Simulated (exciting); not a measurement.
Ca: single point with LDA

Ca:

```
Ca
1.0
    -2.20520    2.20520    2.19611
     2.20520   -2.20520    2.19611
     2.20520    2.20520   -2.19611
Ca
1
Direct
  0.50000 0.50000 0.00000
```

This isn't the form of Ca at room conditions, which is fcc.

| Item | Value |
| --- | --- |
| Program | exciting (release sodium) |
| Task | single point |
| Functional | LDA |
| Potentials or basis | all-electron LAPW+lo, shipped species files, valence relativity iora* |
| rgkmax | 8.5 |
| k mesh | 9 × 9 × 9 |
| Occupations | gaussian, width 0.1 eV |
| Spin | no spin polarisation |
| outputlevel | normal |
| gmaxvr (cutoff of density and potential) | 14 1/bohr |
| lmaxapw (and lmaxmat) | 10 |
| lmaxvr | 8 |
| nempty | 8 |
| Valence relativity | iora* |
| epsengy | 1e-05 Ha |
| epspot | 1e-05 Ha |
| maxscl | 60 |
| Muffin-tin radii | Ca 2.2 bohr |

| Property | Result |
| --- | --- |
| Band gap on the k mesh | none (metal or under the smearing width) |
| All electrons inside the program's atomic spheres | Ca 17.86 (radii Ca 2.2 bohr) |
| Density of states at the Fermi level | 2.12 states/eV per cell |

Levels at points of the mesh, in eV from the Fermi level:
| k point | band 3 | band 4 | band 5 | band 6 | band 7 | band 8 |
| --- | --- | --- | --- | --- | --- | --- |
| (0.00, 0.00, 0.00) | -22.90 | -22.90 | -4.06 | 2.11 | 2.13 | 2.13 |

Run time: 76 s on 1 thread of Arm Neoverse V1 (shared host), peak memory 0.11 GiB.

Caveat: the log's total energy holds no entropy term; the free energy is that total less TS from the occupations.
